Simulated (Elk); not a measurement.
**MnS (Browneite): exchange couplings by hand from total energies**

Aim: get Heisenberg couplings of MnS (Browneite) from the energies of collinear orders, with pencil and paper, and test them on an order left out of the fit.

Calculated with Elk 11.2.3 (patched build); PBE with U = 4.00 eV on Mn d; all-electron APW+lo, Dirac cores, scalar-relativistic bands.

## Step 1: Starting point

Symmetry: F-43m, No. 216, cubic system. Conventional cell: a = 5.600 Å, b = 5.600 Å, c = 5.600 Å, α = 90.00°, β = 90.00°, γ = 90.00°. Mn has 4 S at 2.42 Å nearest. Nearest to S lie 4 Mn at 2.42 Å. Farther neighbours and most contacts between anions are not listed.

Coordinates:

```cif
data_structure
_symmetry_space_group_name_H-M 'F-43m'
_symmetry_Int_Tables_number 216
_cell_length_a 5.6000
_cell_length_b 5.6000
_cell_length_c 5.6000
_cell_angle_alpha 90.000
_cell_angle_beta 90.000
_cell_angle_gamma 90.000
_cell_volume 175.62
loop_
_atom_site_label
_atom_site_type_symbol
_atom_site_symmetry_multiplicity
_atom_site_Wyckoff_symbol
_atom_site_fract_x
_atom_site_fract_y
_atom_site_fract_z
_atom_site_occupancy
Mn1 Mn 4 a 0.00000 0.00000 0.00000 1
S1 S 4 d 0.25000 0.25000 0.75000 1
```

## Step 2: The parallel order

All energies count from this run. A Hubbard term is added for the open shell, at a value in common use.

Moments are seeded by fields in the spheres (the last three columns under atoms), set against the wanted direction and reduced each loop.

File elk.in:

```
tasks
  0
  33
  73

xctype
  20

rgkmax
  7.0

nempty
  12

swidth
  0.001837

reducebf
  0.6

epsengy
  1e-05

maxscl
  100

lmaxi
  3

lmaxo
  10

lmaxapw
  10

spinpol
  .true.

sppath
  './'

avec
  0.00000000000 5.29123314895 5.29123314895
  5.29123314895 0.00000000000 5.29123314895
  5.29123314895 5.29123314895 0.00000000000

atoms
  2
  'Mn.in'
  1
  0.0000000000 0.0000000000 0.0000000000   0.000000 0.000000 -0.450000
  'S.in'
  1
  0.2500000000 0.2500000000 0.2500000000   0.000000 0.000000 0.000000

ngridk
  8 8 8

dft+u
  1 1
  1 2 0.146997 0.000000

plot3d
  0 0 0
  1 0 0
  0 1 0
  0 0 1
  20 20 20
```

Launch:

```sh
> OMP_NUM_THREADS=4 elk
```

Numbers of over 12 decimals in the logs are rounded to 6 here.

Output:

```text
┌─────────────────────────┐
│ Elk code version 11.2.3 │
└─────────────────────────┘

All units are atomic (Hartree, Bohr, etc.)

┌─────────────────────────────────────────────────┐
│ Ground-state run starting from atomic densities │
└─────────────────────────────────────────────────┘

Lattice vectors :
   0.000000000       5.291233149       5.291233149
   5.291233149       0.000000000       5.291233149
   5.291233149       5.291233149       0.000000000

Species : 1 (Mn)
 muffin-tin radius :    2.364700343
[...]
total in muffin-tins        :    38.03146359
 total calculated charge     :    40.99989321
 total charge                :    41.00000000
 error                       :   0.1067859156E-03

Moments :
 interstitial                :   0.3735204159
 muffin-tins
  species : 1 (Mn)
   atom 1                    :    4.568057855
  species : 2 (S)
   atom 1                    :   0.5841944016E-01
 total in muffin-tins        :    4.626477295
 total moment                :    4.999997711

┌──────────────────────────────┐
│ Self-consistent loop stopped │
└──────────────────────────────┘

Wrote STATE.OUT

[key lines of the parts left out:]
total energy                :     -1557.8400201182
```

Run time: 73 s. Hardware: 4 threads of AMD EPYC 7R43, shared host; peak memory 0.31 GiB; 4.6 min of CPU time.

Spin moment in the muffin-tin sphere by atom:

```tsv
atom	spin moment in the muffin-tin sphere (μB)
Mn1	4.57
S2	0.06
```

Numbers from this step:

```yaml
density_of_states_at_the_fermi_level: 3.71e-6 states/eV/cell
moment_between_the_spheres: 0.3735 μB
magnetization: 5.000 μB
final_state: ferromagnetic
```

After 21 cycles the largest moment stands at 4.57 μB.

## Step 3: The orders used for the fit

The other orders were run with the same settings, on meshes that hold the same points. Free energies (smearing 0.05 eV, its entropy term included) are divided by the number of Mn atoms; q is in fractions of the reciprocal vectors of the first run's cell.

```tsv
order	atoms	mesh	free energy (eV)	eV per Mn	largest moment (μB)
F +	2	8×8×8	-42390.9865	-42390.9865	4.57
AF q=(0,1/2,1/2) +-	4	8×4×8	-84782.1867	-42391.0934	4.48
```

## Step 4: Counting neighbours

With E = −Σ J e_i·e_j over ordered pairs of unit vectors, turning a neighbour from parallel to opposed costs 2J a Mn atom. So an order lies 2 Σ n J over the parallel one, n being the opposed neighbours in each shell.

```tsv
shell	distance (Å)	neighbours	opposed in AF q=(0,1/2,1/2) +-	opposed in AF q=(0,0,1/2) +-
J1	3.96	12	8	6
J2	5.60	6	0	6
```

Only J1 is kept.

## Step 5: Solving

```
2 × 8 × J1 = -106.87 meV    (AF q=(0,1/2,1/2) +-)
J1 = -6.68 meV
```

## Step 6: The test

The couplings now give the orders that were left out:

```
2 × 6 × (-6.68) = -80.16 meV    (AF q=(0,0,1/2) +-)
```

The runs themselves:

```tsv
order	atoms	mesh	free energy (eV)	eV per Mn	largest moment (μB)	over the parallel order (meV)	foretold (meV)
AF q=(0,0,1/2) +-	4	8×8×4	-84782.1378	-42391.0689	4.50	-82.42	-80.16
```

## Step 7: What came out

```json
{"J1 (Mn–Mn at 3.96 Å)": "-6.68 meV", "largest miss on the orders left out": "2.3 meV"}
```

**Reading.** The model misses the order left out by 2.3 meV, 2.1 % of the span of the orders, so it holds on this test. The first dropped shell that the test feels is J2 at 5.60 Å. The site moments spread by 2.0 % over the orders. The couplings are effective ones: further shells with opposed neighbours are folded into them or show in the miss. No mean-field temperature is given: it needs a model that holds, an unfrustrated order and couplings in all three dimensions.

[Logs and program files are shortened in this print: banners, set-up blocks, solver, clock and traceback lines can be left out without a mark of their own.]

[Logs are printed without paths, hosts, clocks, repeated set-up lines and the standing remarks that a program may print on its own settings, such as how far it seeks lower states.]

[Hosts, paths, dates, database ids (printed as entryN), source tags and the programs' standing remarks are cut or masked in the printed files.]

[Where a cell is said to come from a database of computed structures, the database is the Materials Project.]
